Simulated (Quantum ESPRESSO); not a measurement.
The system is HfN.

```
Hf N
1.0
     0.00000    2.45482    2.45482
     2.45482    0.00000    2.45482
     2.45482    2.45482    0.00000
Hf N
1 1
Direct
  0.00000 0.00000 0.00000
  0.25000 0.25000 0.25000
```

The cell comes from a database or a generator and needn't be the stable form of this composition.

Base run:

* Program: Quantum ESPRESSO 7.5
* Functional: PBEsol
* Potentials or basis: GBRV 1.5 PBEsol
* Cutoff: 612 eV
* Density cutoff: 4898 eV
* k mesh: 9 × 9 × 9
* Occupations: fermi-dirac, width 0.05 eV
* Spin: no spin polarisation
* Hubbard terms: Hf d U = 4 eV

Its results: band gap on the k mesh none (metal or under the smearing width); pressure 1.6 GPa.

Task: The run is repeated on the same cell with these changes: hubbard terms from Hf d U = 4 eV to Hf d U = 5 eV. What comes out?

Result: Band gap on the k mesh none (metal or under the smearing width); pressure 3.6 GPa.

Caveats: U without spin polarisation on a metal has little footing.
